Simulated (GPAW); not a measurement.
# TaN (P6_3/mmc) in GPAW: equation of state

How stiff is TaN in PBE, and what volume does it want? The cell is scaled to several volumes.

Everything below comes from runs of GPAW 26.7.0. Logs are shortened: lines on timing, memory, paths and dates and some standing lists are left out, and cuts for length are marked. The log counts tension as positive stress, the text compression.

## 1. The structure

It takes space group P6_3/mmc (No. 194, hexagonal). The conventional cell has a = 2.922 Å, b = 2.922 Å, c = 5.917 Å, α = 90.00°, β = 90.00°, γ = 120.00°. Ta (site symmetry -3m) is surrounded by 6 N at 2.24 Å. N (site symmetry -6m2) is surrounded by 6 Ta at 2.24 Å.

The cell comes from a database or a generator and needn't be the stable form of this composition.

## 2. Equation of state, PBE

Contents of run.py:

```python
from ase import Atoms
from ase.eos import EquationOfState
from ase.io import Trajectory
from ase.units import GPa
from gpaw import GPAW, PW

atoms = Atoms(['Ta', 'Ta', 'N', 'N'],
              cell=[[2.9217699809, 0.0, 0.0],
                    [-1.4608849905, 2.5303270275, 0.0],
                    [0.0, 0.0, 5.916515]],
              scaled_positions=[[0.0, 0.0, 0.5],
                                [0.0, 0.0, 0.0],
                                [0.3333333333, 0.6666666667, 0.25],
                                [0.6666666667, 0.3333333333, 0.75]],
              pbc=True)

traj = Trajectory('eos.traj', 'w')
volumes, energies = [], []
for x in [0.94, 0.96, 0.98, 1.0, 1.02, 1.04, 1.06]:
    a = atoms.copy()
    a.set_cell(atoms.cell * x**(1 / 3), scale_atoms=True)
    calc = GPAW(mode=PW(800),
                xc='PBE',
                kpts={'size': (10, 10, 5), 'gamma': True},
                occupations={'name': 'fermi-dirac', 'width': 0.05},
                nbands=34,
                convergence={'density': 1e-05, 'energy': 1e-05},
                maxiter=150,
                txt=f'eos-{x:.2f}.txt')
    a.calc = calc
    energies.append(a.get_potential_energy(force_consistent=True))
    volumes.append(a.get_volume())
    p = -a.get_stress()[:3].mean() / GPa
    calc.write(f'eos-{x:.2f}.gpw')
    traj.write(a)
    print(f'{x:.2f} {volumes[-1]:10.4f} A^3 {energies[-1]:14.6f} eV {p:9.3f} GPa', flush=True)

v0, e0, B = EquationOfState(volumes, energies, eos='birchmurnaghan').fit()
print(f'V0 = {v0:.4f} A^3, E0 = {e0:.6f} eV, B0 = {B / GPa:.2f} GPa')
```

Potentials or basis: GPAW PAW data sets (gpaw-data 1.2.1), pw.

Run with:

```bash
> OMP_NUM_THREADS=1 python run.py
```

What it wrote:

```text
__  _  _
 | _ |_)|_||  |
 |__||  | ||/\| - 26.7.0

Input parameters:
  mode=PW(ecut=800.0),
  convergence={'density': 1e-05, 'energy': 1e-05},
  kpts=MonkhorstPack(size=(10, 10, 5), gamma=True),
  maxiter=150,
  nbands=34,
  occupations=Occupations(name='fermi-dirac', width=0.05),
  xc=XC(name='PBE')

Diagonalizing LCAO Hamiltonian
Converting LCAO to pw mode

           N

       Ta
        N

       Ta

Atoms  # Å, Bohr magnetons
|   | symbol |         x |        y |        z |    initial magnetic moments |
|---|--------|-----------|----------|----------|-----------------------------|
| 0 |     Ta |  0.000000 | 0.000000 | 2.897868 | ( 0.0000,  0.0000,  0.0000) |
| 1 |     Ta |  0.000000 | 0.000000 | 0.000000 | ( 0.0000,  0.0000,  0.0000) |
| 2 |      N | -0.000000 | 1.652449 | 1.448934 | ( 0.0000,  0.0000,  0.0000) |
| 3 |      N |  1.431063 | 0.826224 | 4.346802 | ( 0.0000,  0.0000,  0.0000) |

Unit cell  # Å
| periodic |         x |        y |        z |  lengths |     angles |
|----------|-----------|----------|----------|----------|------------|
|      yes |  2.862125 | 0.000000 | 0.000000 | 2.862125 |  90.000000 |
|      yes | -1.431063 | 2.478673 | 0.000000 | 2.862125 |  90.000000 |
|      yes |  0.000000 | 0.000000 | 5.795736 | 5.795736 | 120.000000 |

Number of symmetries: 12
Symmetry operations  # r_c * U_cc + t_c -> r_c
|    | kind |            matrix            |
|----|------|------------------------------|
|  0 |  σ   |  1, 1, 0,  0,-1, 0,  0, 0, 1 |
|  1 |  S6  |  1, 1, 0, -1, 0, 0,  0, 0,-1 |
|  2 |  E   |  1, 0, 0,  0, 1, 0,  0, 0, 1 |
|  3 |  C2  |  1, 0, 0, -1,-1, 0,  0, 0,-1 |
|  4 |  C2  |  0, 1, 0,  1, 0, 0,  0, 0,-1 |
|  5 |  C3  |  0, 1, 0, -1,-1, 0,  0, 0, 1 |
|  6 |  S6  |  0,-1, 0,  1, 1, 0,  0, 0,-1 |
|  7 |  σ   |  0,-1, 0, -1, 0, 0,  0, 0, 1 |
|  8 |  σ   | -1, 0, 0,  1, 1, 0,  0, 0, 1 |
|  9 |  i   | -1, 0, 0,  0,-1, 0,  0, 0,-1 |
| 10 |  C3  | -1,-1, 0,  1, 0, 0,  0, 0, 1 |
| 11 |  C2  | -1,-1, 0,  0, 1, 0,  0, 0,-1 |

BZ-sampling:
  Number of BZ points: 500
  Number of IBZ points: 58

  Monkhorst-Pack size: [10, 10, 5]
  Monkhorst-Pack shift: [0.05, 0.05, 0.0]

K-points  # in reciprocal-cell coordinates
|     |                                coordinates |     weight |
|-----|--------------------------------------------|------------|
|   0 | (  0.00000000,   0.00000000,   0.00000000) | 0.00200000 |
|   1 | (  0.00000000,   0.00000000,   0.20000000) | 0.00400000 |
|   2 | (  0.00000000,   0.00000000,   0.40000000) | 0.00400000 |
|   3 | (  0.10000000,   0.00000000,  -0.40000000) | 0.01200000 |
|   4 | (  0.10000000,   0.00000000,  -0.20000000) | 0.01200000 |
|   5 | (  0.10000000,   0.00000000,   0.00000000) | 0.01200000 |
|   6 | (  0.10000000,   0.00000000,   0.20000000) | 0.01200000 |
|   7 | (  0.10000000,   0.00000000,   0.40000000) | 0.01200000 |
|   8 | (  0.20000000,  -0.10000000,   0.00000000) | 0.01200000 |
|   9 | (  0.20000000,  -0.10000000,   0.20000000) | 0.02400000 |
| ... |                                            |            |
|  57 | (  0.50000000,   0.50000000,   0.40000000) | 0.01200000 |

Plane wave coefficients: 2140
Cutoff: 800.0 eV

Spin-components: 1 (collinear spins)
Bands:           34
Projectors:      22
Spin-degeneracy: 2
Datatype:        complex128

Parallelization:
  kpt:    1
  domain: 1
  band:   1

Density:
  Valence electrons: 36.0
  Components: 1
  Grid points: [20 20 40]
  Charge: 0.0  # |e|

Potential:
  Grid points: [20 20 40]

species:
  Ta:
    name:    Tantalum
    Z:       73.0
    valence: 13
    core:    60
    charge:  0.0  # [|e|]
    compensation charges:
      type: gauss
      rc: 0.42  # [Å]
      lmax: 2
    cutoffs:
      filter: 2.36  # [Å]
      core: 3.45  # [Å]
    projectors
    | kind |    occ | energy [eV] | rcut [Å] |
    |------|--------|-------------|----------|
    |   5s |  2.000 |     -72.790 |    1.365 |
    |   6s |  2.000 |      -5.429 |    1.365 |
    |   5p |  6.000 |     -39.427 |    1.349 |
    |   6p |  0.000 |      -1.396 |    1.349 |
    |   5d |  3.000 |      -3.603 |    1.307 |
    |    d |        |      23.609 |    1.307 |

    Using partial waves for Ta as LCAO basis

  N:
    name:    Nitrogen
    Z:       7.0
    valence: 5
    core:    2
    charge:  0.0  # [|e|]
    compensation charges:
      type: gauss
      rc: 0.18  # [Å]
      lmax: 2
    cutoffs:
      filter: 1.11  # [Å]
      core: 0.96  # [Å]
    projectors
    | kind |    occ | energy [eV] | rcut [Å] |
    |------|--------|-------------|----------|
    |   2s |  2.000 |     -18.583 |    0.603 |
    |   2p |  3.000 |      -7.089 |    0.529 |
    |    s |        |       8.629 |    0.603 |
    |    p |        |      20.123 |    0.529 |
    |    d |        |       0.000 |    0.577 |

    Using partial waves for N as LCAO basis

Reference energy: -851308.325810  # eV

eigensolver:
  PPCG
  Converge bands: occupied
  niter=2

density mixing:
  MSR1-Mixer
  Pratt-step length: 0.05
  Maximum mixing coefficient: 0.75
  Old densities: 10
  SVD Regularization: 0.005
  Good broyden scale: 1.0
  Trust region scale: 1.0
  Backstep threshold: 4.0
  History deletion threshold: 6.0
  Fourier metric: weight=20.0, sigma=0.015

occupation numbers:
  Fermi-Dirac:
    width: 0.0500  # eV

poisson solver:
  ecut: 6400.0  # eV

xc functional:
  name: PBE with 2 nearest neighbor stencil

convergence criteria:
- Maximum integral of absolute [dens]ity change: 1e-05 electrons / valence electron
- Maximum [total energy] change in last 3 cyles: 1e-05 eV / valence electron
- Maximum integral of absolute [eigenst]ate change: 4e-08 eV^2 / valence electron
maximum number of iterations: 150

SCF iterations
|iter     | |      energy | eigst |  dens |
|---------|-|-------------|-------|-------|
|iter:   1| |  -42.922309 | +0.15 |       |
|iter:   2| |  -42.044497 | -2.16 | -0.98 |
|iter:   3| |  -40.105219 | -1.39 | -1.05 |
|iter:   4| |  -40.122973 | -2.96 | -1.70 |
|iter:   5| |  -40.143768 | -3.28 | -1.92 |
|iter:   6| |  -40.143741 | -4.89 | -2.91 |
|iter:   7| |  -40.143753c| -6.83 | -3.61 |
|iter:   8| |  -40.143754c| -7.42c| -4.06 |
|iter:   9| |  -40.143754c| -7.75c| -4.82 |
|iter:  10| |  -40.143754c| -8.01c| -4.76 |
|iter:  11| |  -40.143754c| -9.21c| -5.62c|

Converged in 11 steps
Energy contributions relative to reference atoms: (reference = -851308.325810)

Energy contributions:
  Kinetic:          61.458778
  Coulomb:         -59.575690
  Zero:             -0.167263
  External:          0.000000
  Xc:              -41.854804
  Entropy:          -0.009548
  Spinorbit:         0.000000
  ----------------------------
  Free energy:     -40.148528
  Extrapolated:    -40.143754

dipole moment: (-10.242846, -17.741130, -20.741524)  # |e|*Ang

Fermi level: 14.981
Eigenvalues  # (at kpt = [0.000, 0.000, 0.000])
| band index |      eig [eV] | occ [0-2] |
|------------|---------------|-----------|
|          0 |       -53.214 |     2.000 |
|        ... |               |           |
|         11 |         9.903 |     2.000 |
|         12 |         9.903 |     2.000 |
|         13 |        10.454 |     2.000 |
|         14 |        11.375 |     2.000 |
|         15 |        12.893 |     2.000 |
|         16 |        12.893 |     2.000 |
[... 8 lines left out ...]
|         25 |        21.376 |     0.000 |
|         26 |        21.376 |     0.000 |
|        ... |               |           |
|         33 |        38.212 |     0.000 |

No gap
No difference between direct/indirect transitions

Stress tensor  # eV/Ang^3
|         x |         y |         z |
|-----------|-----------|-----------|
| -0.129505 | -0.000000 |  0.000000 |
| -0.000000 | -0.129505 |  0.000000 |
|  0.000000 |  0.000000 | -0.149923 |

# Writing to eos-0.94.gpw (mode='')
```

Wall time 6.3 min (1 thread of Intel Xeon at 2.60GHz (Ice Lake), shared host); peak memory 0.44 GiB.

Results:

```
Equilibrium volume                        : 10.91 Å³/atom
Bulk modulus at fixed shape and positions : 329 GPa
Pressure derivative of the bulk modulus   : 4.4
```

Energy against volume, from the lowest point:
| volume (Å³/atom) | energy (meV/atom) |
| --- | --- |
| 10.279 | 42.25 |
| 10.498 | 17.48 |
| 10.717 | 3.79 |
| 10.935 | 0.00 |
| 11.154 | 5.14 |
| 11.373 | 18.26 |
| 11.591 | 38.55 |

Caveat: the cell was scaled at fixed shape and fractional positions, which overstates the stiffness of a crystal with free parameters, most of all of layers and chains.
